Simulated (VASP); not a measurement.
# MoS2 in VASP: a series of runs, part 2 of 2

VASP 6.6.1. The steps go on from the part before.

### 4 Relaxation of cell and atoms, PBE+D3(BJ)

This run uses another cell than the first one, of 31.95 Å³/atom, 0.979 times its volume.

INCAR reads:

```
  ALGO = Normal
  EDIFF = 1E-7
  EDIFFG = -0.005
  ENCUT = 600
  GGA = PE
  IBRION = 2
  ISIF = 3
  ISMEAR = 0
  IVDW = 12
  KPAR = 8
  LASPH = T
  LATTICE_CONSTRAINTS = .TRUE. .TRUE. .FALSE.
  LCHARG = F
  LREAL = F
  LWAVE = F
  NELM = 80
  NSW = 90
  PREC = Accurate
  SIGMA = 0.03
```

KPOINTS reads:

```
k-points
0
Gamma
  12 12 1
```

POSCAR reads:

```
MoS2                                    
1.0
    3.1503597264     -0.0000000000      0.0000000000
   -1.5751798632      2.7282915496      0.0000000000
    0.0000000000      0.0000000000     33.4542960000
  S               Mo            
     6     3
Direct
     0.3333333300000021    0.6666666699999979    0.2719756714519272
     0.3333333300000021    0.6666666699999979    0.3656268060557318
     0.6666666699999979    0.3333333300000021    0.4532201972753523
     0.6666666699999979    0.3333333300000021    0.5467798027246475
     0.3333333300000021    0.6666666699999979    0.6343731939442684
     0.3333333300000021    0.6666666699999979    0.7280243285480729
     0.6666666699999979    0.3333333300000021    0.3188259664337926
     0.3333333300000021    0.6666666699999979    0.5000000000000000
     0.6666666699999979    0.3333333300000021    0.6811740335662074
```

Potentials or basis: VASP PAW PBE potentials, release 64 (S, Mo_sv).

On the command line:

```sh
cat potpaw_PBE.64/S/POTCAR potpaw_PBE.64/Mo_sv/POTCAR > POTCAR
mpirun -np 8 vasp_std > vasp.out
```

OUTCAR:

```text
EDIFF = 1E-7
   EDIFFG = -0.005
   ENCUT = 600
   GGA = PE
   IBRION = 2
   ISIF = 3
   ISMEAR = 0
   IVDW = 12
   LASPH = T
   LREAL = F
   NELM = 80
   NSW = 90
   PREC = Accurate
 IVDW          = 12

 ion  position               nearest neighbor table
   1  0.333  0.667  0.272-   7 2.40   7 2.40   7 2.40
   2  0.333  0.667  0.366-   7 2.40   7 2.40   7 2.40
   3  0.667  0.333  0.453-   8 2.40   8 2.40   8 2.40
   4  0.667  0.333  0.547-   8 2.40   8 2.40   8 2.40
   5  0.333  0.667  0.634-   9 2.40   9 2.40   9 2.40
   6  0.333  0.667  0.728-   9 2.40   9 2.40   9 2.40
   7  0.667  0.333  0.319-   2 2.40   2 2.40   2 2.40   1 2.40   1 2.40   1 2.40
   8  0.333  0.667  0.500-   3 2.40   4 2.40   3 2.40   4 2.40   3 2.40   4 2.40
   9  0.667  0.333  0.681-   5 2.40   5 2.40   5 2.40   6 2.40   6 2.40   6 2.40

  LATTYP: Found a hexagonal cell.
 ALAT       =     3.1503597264
 C/A-ratio  =    10.6191987282

  Lattice vectors:

 A1 = (   3.1503597264,   0.0000000000,   0.0000000000)
 A2 = (  -1.5751798632,   2.7282915496,   0.0000000000)
 A3 = (   0.0000000000,   0.0000000000,  33.4542960000)
[... 195 lines left out ...]
      1     -59.6135      2.00000
      2     -59.6111      2.00000
      3     -59.6111      2.00000
      4     -33.7771      2.00000
      5     -33.7744      2.00000
      6     -33.7744      2.00000
[... 920 lines left out ...]
     45       4.6333      0.00000
     46       4.7944      0.00000

------------------------ aborting loop because EDIFF is reached ----------------------------------------

 Edisp (eV)   -3.56116

 E8    (eV) :    -1.4693

  FORCE on cell =-STRESS in cart. coord.  units (eV):
  Direction    XX          YY          ZZ          XY          YZ          ZX
  --------------------------------------------------------------------------------------
  -------------------------------------------------------------------------------------
  Total      -0.02497    -0.02497    -0.09455     0.00000     0.00000    -0.00000
  in kB      -0.13913    -0.13913    -0.52684     0.00000     0.00000    -0.00000
  external pressure =       -0.27 kB  Pullay stress =        0.00 kB

 VOLUME and BASIS-vectors are now :
 -----------------------------------------------------------------------------
  energy-cutoff  :      600.00
  volume of cell :      287.54
      direct lattice vectors                 reciprocal lattice vectors
     3.150359726  0.000000000  0.000000000     0.317424068  0.183264871  0.000000000
    -1.575179863  2.728291550  0.000000000     0.000000000  0.366529743  0.000000000
     0.000000000  0.000000000 33.454296000     0.000000000  0.000000000  0.029891527

 POSITION                                       TOTAL-FORCE (eV/Angst)
 -----------------------------------------------------------------------------------
     -0.00000      1.81886      9.09875        -0.000000      0.000000     -0.000001
     -0.00000      1.81886     12.23179        -0.000000      0.000000      0.003534
      1.57518      0.90943     15.16216        -0.000000     -0.000000     -0.002391
      1.57518      0.90943     18.29213         0.000000     -0.000000      0.002391
     -0.00000      1.81886     21.22251        -0.000000      0.000000     -0.003534
     -0.00000      1.81886     24.35554        -0.000000      0.000000      0.000001
      1.57518      0.90943     10.66610         0.000000      0.000000     -0.000717
     -0.00000      1.81886     16.72715         0.000000      0.000000      0.000000
      1.57518      0.90943     22.78820         0.000000      0.000000      0.000717
 -----------------------------------------------------------------------------------
    total drift:                               -0.000013      0.000008      0.000000

  FREE ENERGIE OF THE ION-ELECTRON SYSTEM (eV)
  ---------------------------------------------------
  free  energy   TOTEN  =       -68.9588515094 eV

  energy  without entropy=      -68.9588515094  energy(sigma->0) =      -68.95885151

 reached required accuracy - stopping structural energy minimisation
```

OSZICAR:

```text
N       E                     dE             d eps       ncg     rms          rms(c)
DAV:   1     0.770656236049E+03    0.77066E+03   -0.45028E+04  2076   0.167E+03
DAV:   2    -0.160744939307E+02   -0.78673E+03   -0.76955E+03  2210   0.386E+02
DAV:   3    -0.676101462716E+02   -0.51536E+02   -0.50704E+02  2136   0.894E+01
[... 21 lines left out ...]
DAV:  25    -0.653976903009E+02   -0.11012E-05   -0.61296E-08  1420   0.600E-04    0.628E-04
DAV:  26    -0.653976907887E+02   -0.48786E-06   -0.78416E-09  1304   0.348E-04    0.172E-04
DAV:  27    -0.653976914157E+02   -0.62702E-06   -0.12149E-08  1314   0.320E-04    0.222E-04
DAV:  28    -0.653976920736E+02   -0.65785E-06   -0.14545E-08  1316   0.276E-04    0.202E-04
DAV:  29    -0.653976921584E+02   -0.84781E-07   -0.35678E-10  1192   0.982E-05
   1 F= -.68958852E+02 E0= -.68958852E+02  d E =-.689589E+02
```

CONTCAR:

```text
MoS2
   1.00000000000000
     3.1503597264000001    0.0000000000000000    0.0000000000000000
    -1.5751798632000000    2.7282915496000002    0.0000000000000000
     0.0000000000000000    0.0000000000000000   33.4542959999999994
  S               Mo
     6     3
Direct
     0.3333333300000021    0.6666666699999979    0.2719756714519264
     0.3333333300000021    0.6666666699999979    0.3656268060557295
     0.6666666699999979    0.3333333300000021    0.4532201972753498
     0.6666666699999979    0.3333333300000021    0.5467798027246502
     0.3333333300000021    0.6666666699999979    0.6343731939442705
     0.3333333300000021    0.6666666699999979    0.7280243285480736
     0.6666666699999979    0.3333333300000021    0.3188259664337920
     0.3333333300000021    0.6666666699999979    0.5000000000000000
     0.6666666699999979    0.3333333300000021    0.6811740335662080

  0.00000000E+00  0.00000000E+00  0.00000000E+00
  0.00000000E+00  0.00000000E+00  0.00000000E+00
  0.00000000E+00  0.00000000E+00  0.00000000E+00
  0.00000000E+00  0.00000000E+00  0.00000000E+00
  0.00000000E+00  0.00000000E+00  0.00000000E+00
  0.00000000E+00  0.00000000E+00  0.00000000E+00
  0.00000000E+00  0.00000000E+00  0.00000000E+00
  0.00000000E+00  0.00000000E+00  0.00000000E+00
  0.00000000E+00  0.00000000E+00  0.00000000E+00
```

It took 2.4 min on 8 MPI ranks of Intel Xeon Platinum 8559C (Emerald Rapids), shared host; peak memory 0.65 GiB.

What came out:

```yaml
Free_energy: -68.9589 eV
Largest_force_after_relaxing: 0.004 eV/Å
Band_gap_on_the_k_mesh: 1.03 eV, indirect (least direct gap 1.73 eV)
Dispersion_energy_per_atom: -0.396 eV
```

Forces on the atoms (eV/Å):
```
S    0.000  0.000  0.000
S    0.000  0.000  0.004
S    0.000  0.000 -0.002
S    0.000  0.000  0.002
S    0.000  0.000 -0.004
S    0.000  0.000  0.000
Mo   0.000  0.000 -0.001
Mo   0.000  0.000  0.000
Mo   0.000  0.000  0.001
```

Final structure:
```
S Mo
1.0
     3.15036    0.00000    0.00000
    -1.57518    2.72829    0.00000
     0.00000    0.00000   33.45430
S Mo
6 3
Direct
  0.33333 0.66667 0.27198
  0.33333 0.66667 0.36563
  0.66667 0.33333 0.45322
  0.66667 0.33333 0.54678
  0.33333 0.66667 0.63437
  0.33333 0.66667 0.72802
  0.66667 0.33333 0.31883
  0.33333 0.66667 0.50000
  0.66667 0.33333 0.68117
```

Caveat: the relaxation stopped at its first step, so nothing moved. Expect the measured gap to be larger: semilocal functionals such as PBE lack the derivative discontinuity.
